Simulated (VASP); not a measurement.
Set up this calculation in VASP 6.6.1, as the native input.

- Task: single point
- Functional: PBE
- Potentials or basis: VASP PAW PBE potentials, release 64 (Be)
- Cutoff: 520 eV
- k mesh: 13 × 13 × 8
- Occupations: fermi-dirac, width 0.05 eV
- Spin: no spin polarisation
- Further INCAR settings: ALGO = Normal; EDIFF = 1e-07; NBANDS = 9

The structure of Be lies in POSCAR:

```
Be
1.0
    2.2853000000      0.0000000000      0.0000000000
   -1.1426500000      1.9791278553      0.0000000000
    0.0000000000      0.0000000000      3.5842000000
Be
2
Direct
    0.6666666667      0.3333333333      0.7500000000
    0.3333333333      0.6666666667      0.2500000000
```

These files were run (other wordings do the same):

INCAR

```
SYSTEM = Be
PREC = Accurate ; ENCUT = 520
EDIFF = 1E-7 ; ISMEAR = -1
SIGMA = 0.05 ; LREAL = .False.
LASPH = .True. ; NELM = 80
ALGO = Normal ; ISIF = 2
LWAVE = .False. ; LCHARG = .False.
GGA = PE ; NBANDS = 9
```

KPOINTS

```
regular mesh
0
Gamma
  13 13 8
  0 0 0
```

Potentials or basis: VASP PAW PBE potentials, release 64 (Be).

Launch:

```sh
$ cat potpaw_PBE.64/Be/POTCAR > POTCAR
$ mpirun -np 1 vasp_std > vasp.out
```

Results of the run:

```yaml
Pressure: -2.7 GPa
Band_gap_on_the_k_mesh: none (metal or under the smearing width)
```

It took 25 s on 1 thread of AMD EPYC 7R43 64-Core Processor (Zen 3) (shared host), peak memory 0.09 GiB.
